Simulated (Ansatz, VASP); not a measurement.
# C in VASP and in Ansatz

Contents of INCAR:

```
PREC = Accurate ; ENCUT = 520
EDIFF = 1E-6 ; ISMEAR = 0
SIGMA = 0.05 ; LREAL = F
LASPH = T ; NELM = 60
ALGO = Normal ; ISIF = 2
LWAVE = F ; LCHARG = F
NBANDS = 11
```

File KPOINTS:

```
Automatic mesh
0
Gamma
  12 12 12
```

Contents of POSCAR:

```
C
1.0
    0.0000000000      1.7514376065      1.8379586243
    1.7514376065      0.0000000000      1.8379586243
    1.7514376065      1.7514376065      0.0000000000
C
2
Direct
    0.5000000000      0.5000000000      0.5000000000
    0.7500000000      0.7500000000      0.7500000000
```

Input for Ansatz:

```yaml
crystal:
  lattice:
    - [0.0, 1.7514376065, 1.8379586243]
    - [1.7514376065, 0.0, 1.8379586243]
    - [1.7514376065, 1.7514376065, 0.0]
  atoms:
    - { symbol: C, position: [0.5, 0.5, 0.5] }
    - { symbol: C, position: [0.75, 0.75, 0.75] }
basis:
  ecutwfc: 520.0
kpoints:
  mp_grid: { grid: [12, 12, 12] }
hamiltonian:
  xc: lda
  pseudopotentials: { kind: paw, azcp: { folder: soft_1 } }
scf:
  occupations: { method: gaussian, width: 0.05 }
output:
  forces: true
  stress: true
  eigenvalues: true
  write_density: true
  write_potential: true
  elf: true
  volumetric_format: npy
```

Alike in both runs: task single point; functional LDA; k mesh 12 × 12 × 12; occupations gaussian, width 0.05 eV; no spin polarisation.

```csv
,VASP,Ansatz
version,VASP 6.6.1,Ansatz 0.2.0
potentials or method,"VASP PAW LDA potentials, release 64 (C)","scalar-relativistic, plane waves, PAW"
plane-wave cutoff (eV),520,520
valence electrons in the cell,8,8
```

|  | VASP | Ansatz | Ansatz less VASP |
| --- | --- | --- | --- |
| gap on the k mesh at the Fermi level (eV) | 3.53 | 3.54 | +0.008 |
| least direct gap on the mesh (eV) | 5.13 | 5.13 | -0.001 |
| pressure (GPa) | -9.0 | -10.6 | -1.57 |
| largest component of the traceless stress (GPa) | 31.38 | 31.42 | +0.045 |

Ansatz warned: «pseudo_functional_mismatch».
